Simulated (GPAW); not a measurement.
Runs of GPAW 26.7.0 on CoO. It takes space group Fm-3m (No. 225, cubic). The conventional cell has a = 4.263 Å, b = 4.263 Å, c = 4.263 Å, α = 90.00°, β = 90.00°, γ = 90.00°. Co (site symmetry m-3m) has 6 O at 2.13 Å as nearest neighbours. O (site symmetry m-3m) is surrounded by 6 Co at 2.13 Å. 

| task | level | potentials or basis | cell | eigensolver | optimizer | fmax | max steps | convergence | gap on the mesh (eV) | pressure (GPa) | moment (μB) | relaxed volume (Å³/atom) |
| --- | --- | --- | --- | --- | --- | --- | --- | --- | --- | --- | --- | --- |
| relaxation of cell and atoms | BLYP+D3(BJ) | PAW data sets generated in the run's folder for this functional, pw | relaxed | davidson | BFGS | 0.02 eV/Å | 100 | density=1e-05 forces=0.0001 | none | 0.2 | 2.80 | (c) |
| relaxation of cell and atoms | BLYP+D4 | PAW data sets generated in the run's folder for this functional, pw | relaxed | davidson | FIRE | 0.02 eV/Å | 40 | density=1e-05 forces=0.0001 | none | -0.3 | 2.80 | 9.63 |
| relaxation of cell and atoms | LDA | the program's PAW data sets (release 1.2.1) made for this functional, pw | relaxed | - | BFGS | 0.02 eV/Å | 40 | density=1e-05 forces=0.0001 | none | 0.2 | 2.21 | (b) |
| band structure | LDA | the program's PAW data sets (release 1.2.1) made for this functional, pw | as given | - | - | - | - | - | - | -18.6 | (a) | - |
| band structure | PBEsol | PAW data sets generated in the run's folder for this functional, pw | as given | - | - | - | - | - | - | -10.0 | 2.96 | - |

Alike in all rows: spin collinear, ferromagnetic start; k mesh 11 × 11 × 11; cutoff (eV) 800; smearing fermi-dirac 0.05 eV.

Q: Fill in the values left out.

A: (a) 2.87; (b) 8.53; (c) 9.65.

Caveats: a cell with one magnetic atom can't hold antiferromagnetic order, which such compounds often take; semilocal functionals often make such compounds metallic where correlation or magnetic order opens a gap, which also shifts bond lengths; each step starts from the last one's moments, so a moment once lost doesn't come back (some runs); later steps reuse the first step's grids (some runs); pairwise dispersion overbinds metals, which lowers pressure and volume (some runs); the volume moved by -12 % from the deposited cell, more than functionals usually miss (some runs); so large a pressure means that the cell lies far from this level's equilibrium, or that cutoff or potentials fall short (some runs).

A gap of «none» marks a metal or a gap under the smearing width.

Runs at the PBE level aren't shown here.
